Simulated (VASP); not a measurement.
# Si7W4 (a cell with a defect) in VASP: a series of runs, part 2 of 2

VASP 6.6.1. The steps go on from the part before.

## Step 4: Single point, PBEsol (hop of Si into the vacancy)

INCAR

```
  PREC = Accurate
  ENCUT = 520
  EDIFF = 1E-6
  ISMEAR = 0
  SIGMA = 0.05
  LREAL = False
  LASPH = True
  NELM = 100
  ALGO = Fast
  ISIF = 2
  LWAVE = False
  LCHARG = False
  GGA = PS
  NBANDS = 53
```

KPOINTS

```
regular mesh
0
Gamma
  5 5 5
```

POSCAR

```
Si7W4
1.0
   -3.2034200408      3.2034200408      7.8134584989
    1.6017100204     -1.6017100204      3.9067292494
    3.2034200408      3.2034200408     -7.8134584989
Si W
7 4
Direct
    0.1732006139      0.3468214036      0.0137159659
    0.3270304505      0.6537830730     -0.0149483987
    0.2238013482      0.4501337413      0.4999999936
    0.6594846288      0.3193894463     -0.0137159659
    0.8419788301      0.6836798448      0.0149483987
    0.6566287554      0.3332549012      0.4999999936
    0.8449276830      0.6693816354      0.4999999936
   -0.0144717175      0.0218273032      0.4999999936
   -0.0106808405     -0.0206465079      0.9771480044
    0.5140801707     -0.0159649864      0.4999999936
    0.5121711232      0.0250574323      1.0228519702
```

Potentials or basis: VASP PAW PBE potentials, release 64 (Si, W_sv).

Started as:

```bash
> cat potpaw_PBE.64/Si/POTCAR potpaw_PBE.64/W_sv/POTCAR > POTCAR
> mpirun -np 1 vasp_std > vasp.out
```

OUTCAR:

```text
PREC = Accurate
   ENCUT = 520
   EDIFF = 1E-6
   ISMEAR = 0
   LREAL = False
   LASPH = True
   NELM = 100
   ISIF = 2
   GGA = PS

 ion  position               nearest neighbor table
   1  0.173  0.347  0.014-  10 2.59   9 2.59   5 2.60   2 2.61   7 2.62  11 2.62   9 2.63   2 2.63
                             8 2.66   6 3.13
   2  0.327  0.654  0.985-   8 2.58   4 2.60   1 2.61  11 2.61   9 2.62  11 2.62   6 2.63   1 2.63
                            10 2.66   3 3.10   7 3.12
   3  0.224  0.450  0.500-   8 2.40  11 2.40   9 2.40  10 2.41   7 3.05   2 3.10   5 3.10
   4  0.659  0.319  0.986-  10 2.59  11 2.59   2 2.60   5 2.61   7 2.62   9 2.62  11 2.63   5 2.63
                             8 2.66   6 3.13
   5  0.842  0.684  0.015-   8 2.58   1 2.60   4 2.61   9 2.61  11 2.62   9 2.62   6 2.63   4 2.63
                            10 2.66   3 3.10   7 3.12
   6  0.657  0.333  0.500-  10 2.48  10 2.56  11 2.57   9 2.57   8 2.58   7 2.61   2 2.63   5 2.63
                             7 2.79   1 3.13   4 3.13
   7  0.845  0.669  0.500-   8 2.48   8 2.54   9 2.57  11 2.57  10 2.59   6 2.61   4 2.62   1 2.62
                             6 2.79   3 3.05   5 3.12   2 3.12
   8  0.986  0.022  0.500-   3 2.40   7 2.48   7 2.54   6 2.58   5 2.58   2 2.58   1 2.66   4 2.66
                             9 3.05  11 3.05  11 3.36   9 3.36
   9  0.989  0.979  0.977-   3 2.40   7 2.57   6 2.57   1 2.59   5 2.61   2 2.62   5 2.62   4 2.62
                             1 2.63   8 3.05  10 3.06  10 3.35   8 3.36
  10  0.514  0.984  0.500-   3 2.41   6 2.48   6 2.56   1 2.59   4 2.59   7 2.59   5 2.66   2 2.66
                             9 3.06  11 3.06  11 3.35   9 3.35
  11  0.512  0.025  0.023-   3 2.40   7 2.57   6 2.57   4 2.59   2 2.61   5 2.62   2 2.62   1 2.62
                             4 2.63   8 3.05  10 3.06  10 3.35   8 3.36

  LATTYP: Found a base centered monoclinic cell.
 ALAT       =     9.0318289194
 B/A-ratio  =     1.0031899648
 C/A-ratio  =     0.5000000000
 COS(beta)  =    -0.4968049473

  Lattice vectors:

 A1 = (  -1.6017100204,  -4.8051300612,  -3.9067292494)
 A2 = (   4.8051300612,   1.6017100204,  -3.9067292495)
 A3 = (   1.6017100204,  -1.6017100204,   3.9067292494)

Analysis of symmetry for initial positions (statically):
=====================================================================
 Subroutine PRICEL returns:
 Original cell was already a primitive cell.

 Routine SETGRP: Setting up the symmetry group for a
 base centered monoclinic supercell.

 Subroutine GETGRP returns: Found  2 space group operations
 (whereof  1 operations were pure point group operations)
 out of a pool of  4 trial point group operations.

The static configuration has the point symmetry C_1 .
 The point group associated with its full space group is C_1h.

Analysis of symmetry for dynamics (positions and initial velocities):
=====================================================================
 Subroutine PRICEL returns:
 Original cell was already a primitive cell.

 Routine SETGRP: Setting up the symmetry group for a
 base centered monoclinic supercell.

 Subroutine GETGRP returns: Found  2 space group operations
 (whereof  1 operations were pure point group operations)
 out of a pool of  4 trial point group operations.

The dynamic configuration has the point symmetry C_1 .
 The point group associated with its full space group is C_1h.

[... 102 lines left out ...]
   dimension x,y,z NGXF=   140 NGYF=   72 NGZF=  140
   ions per type =               7   4
   NGX,Y,Z   is equivalent  to a cutoff of  12.88, 13.25, 12.88 a.u.
   NGXF,Y,Z  is equivalent  to a cutoff of  25.77, 26.51, 25.77 a.u.
 SYSTEM =  unknown system
   PREC   = accura    normal or accurate (medium, high low for compatibility)
   ISTART =      0    job   : 0-new  1-cont  2-samecut
   ICHARG =      2    charge: 1-file 2-atom 10-const
   ISPIN  =      1    spin polarized calculation?
   LNONCOLLINEAR =      F non collinear calculations
   LSORBIT =      F    spin-orbit coupling
   LASPH  =      T    aspherical Exc in radial PAW
   ENCUT  =  520.0 eV  38.22 Ry    6.18 a.u.  16.79  8.40 16.79*2*pi/ulx,y,z
   NELM   =    100;   NELMIN=  2; NELMDL= -5     # of ELM steps
   EDIFF  = 0.1E-05   stopping-criterion for ELM
   LREAL  =      F    real-space projection
   EDIFFG = 0.1E-04   stopping-criterion for IOM
   NSW    =      0    number of steps for IOM
   IBRION =     -1    ionic relax: 0-MD 1-quasi-New 2-CG
   NFREE  =      0    steps in history (QN), initial steepest desc. (CG)
   ISIF   =      2    stress and relaxation
   ISYM   =      2    0-nonsym 1-usesym 2-fastsym
   POTIM  = 0.5000    time-step for ionic-motion
   TEBEG  =    0.0;   TEEND  =   0.0 temperature during run
   PSTRESS=    0.0 pullay stress
   NELECT =      84.0000    total number of electrons
   NUPDOWN=      -1.0000    fix difference up-down
   EMIN   =  10.00;   EMAX   =-10.00  energy-range for DOS
   EFERMI =   0.00;   METHOD = LEGACY
   ISMEAR =     0;   SIGMA  =   0.05  broadening in eV -4-tet -1-fermi 0-gaus
   EFERMI_NEDOS =   21; number of points for ismear=-14 and -15
   IALGO  =     68    algorithm
   IMIX   =      4    mixing-type and parameters
     AMIX     =   0.40;   BMIX     =  1.00
     AMIX_MAG =   1.60;   BMIX_MAG =  1.00
  volume/ion in A,a.u.               =      14.58        98.38
  Fermi-wavevector in a.u.,A,eV,Ry     =   1.319677  2.493827 23.695182  1.741547
  Thomas-Fermi vector in A             =   2.449558
   LORBIT       =      0    0 simple, 1 ext, 2 COOP (PROOUT), +10 PAW based schemes
   GGA     = PS    functional components
   LHFCALC =     F    Hartree Fock is set to
   AEXX    =    0.0000 exact exchange contribution
   IVDW    =     0    specifies the selected vdW correction
   LEPSILON=     F    determine dielectric tensor
   LRPA    =     F    only Hartree local field effects (RPA)
 non-spin polarized calculation
 RMM-DIIS sequential band-by-band and
 Gauss-broadening in eV      SIGMA  =   0.05
  energy-cutoff  :      520.00
  volume of cell :      160.36
 maximum number of plane-waves:      4341
 NGX is ok and might be reduce to    70
   NGX = 33   NGY = 17   NGZ = 33

 number of electron      84.0000001 magnetization

 Free energy of the ion-electron system (eV)
  ---------------------------------------------------
  ext. energy  EPLUGINS =         0.00000000
  ---------------------------------------------------
  free energy    TOTEN  =       -96.56805659 eV

  energy without entropy =      -96.56136593  energy(sigma->0) =      -96.56471126

 E-fermi :  10.1457     XC(G=0): -12.2309

 val. band max:       10.1446694481   @ k =   0.2000   0.0000   0.2000
 cond. band min:      10.1649186078   @ k =   0.4000   0.4000   0.2000
 fundamental gap:      0.0202491597
 Fermi energy:        10.1456822868

 k-point     1 :       0.0000    0.0000    0.0000
  band No.  band energies     occupation
      1     -63.3220      2.00000
      2     -63.3212      2.00000
      3     -63.2009      2.00000
      4     -63.1916      2.00000
      5     -27.7748      2.00000
      6     -27.7294      2.00000
[... 1333 lines left out ...]
     52      13.9324      0.00000
     53      14.3213      0.00000

 [... further k-points ...]

------------------------ aborting loop because EDIFF is reached ----------------------------------------

  FORCE on cell =-STRESS in cart. coord.  units (eV):
  Direction    XX          YY          ZZ          XY          YZ          ZX
  --------------------------------------------------------------------------------------
  -------------------------------------------------------------------------------------
  Total        1.3139430      1.3139430      7.5462505     -0.6255090     -0.4564716      0.4564717
  in kB       13.1276204     13.1276204     75.3946824     -6.2494681     -4.5606131      4.5606149
  external PRESSURE =      33.8833077 kB  Pullay stress =       0.0000000 kB

 VOLUME and BASIS-vectors are now :
 -----------------------------------------------------------------------------
  energy-cutoff  :      520.00
  volume of cell :      160.36
      direct lattice vectors                 reciprocal lattice vectors
    -3.203420041  3.203420041  7.813458499     0.000000000  0.156083184  0.063992149
     1.601710020 -1.601710020  3.906729249     0.312166368  0.000000000  0.127984298
     3.203420041  3.203420041 -7.813458499     0.156083184  0.156083184  0.000000000

 POSITION                                       TOTAL-FORCE (eV/Angst)
 -----------------------------------------------------------------------------------
      0.04461      0.04327      2.60106         0.004939      0.011865      0.101684
      3.15509      3.15598     -2.58727        -0.025595     -0.007733      0.100343
      1.60576      1.59766     -0.39952         0.006235     -0.006235     -1.103331
      1.55845      4.76052     -1.30567        -0.011865     -0.004939      0.101684
     -1.55427      1.65004      9.13292         0.007733      0.025595      0.100343
      0.03203      3.17139      2.52575        -0.001180      0.001180      0.135747
     -0.03279      3.23621      5.31017        -0.005216      0.005216      0.086140
     -1.52039      4.72381      3.87893         0.006031     -0.006031      0.148783
      1.52965      4.73078      3.92117         0.015751      0.008862      0.119312
      1.53103      1.67239      3.95437         0.012027     -0.012027      0.089984
     -1.52736      1.67377      3.92117        -0.008862     -0.015751      0.119312
 -----------------------------------------------------------------------------------
    total drift:                               -0.000128     -0.000189     -0.000086

  FREE ENERGIE OF THE ION-ELECTRON SYSTEM (eV)
  ---------------------------------------------------
  free  energy   TOTEN  =       -96.5680565934 eV

  energy  without entropy=      -96.5613659323  energy(sigma->0) =      -96.56471126
```

It took 8.3 min on 1 thread of Intel Xeon Platinum 8488C (Sapphire Rapids), shared host; peak memory 0.56 GiB.

Results:

```
Free energy            : -96.5681 eV
Pressure               : 3.4 GPa
Largest force          : 1.103 eV/Å
Band gap on the k mesh : none (metal or under the smearing width)
```

Forces on the atoms (eV/Å):
```
Si   0.005  0.012  0.102
Si  -0.026 -0.008  0.100
Si   0.006 -0.006 -1.103
Si  -0.012 -0.005  0.102
Si   0.008  0.026  0.100
Si  -0.001  0.001  0.136
Si  -0.005  0.005  0.086
W    0.006 -0.006  0.149
W    0.016  0.009  0.119
W    0.012 -0.012  0.090
W   -0.009 -0.016  0.119
```

Caveat: the k mesh is coarse (spacing up to 0.42 Å⁻¹), so the values aren't converged; the PAW data sets were made with another functional, which shifts forces and pressure a little.
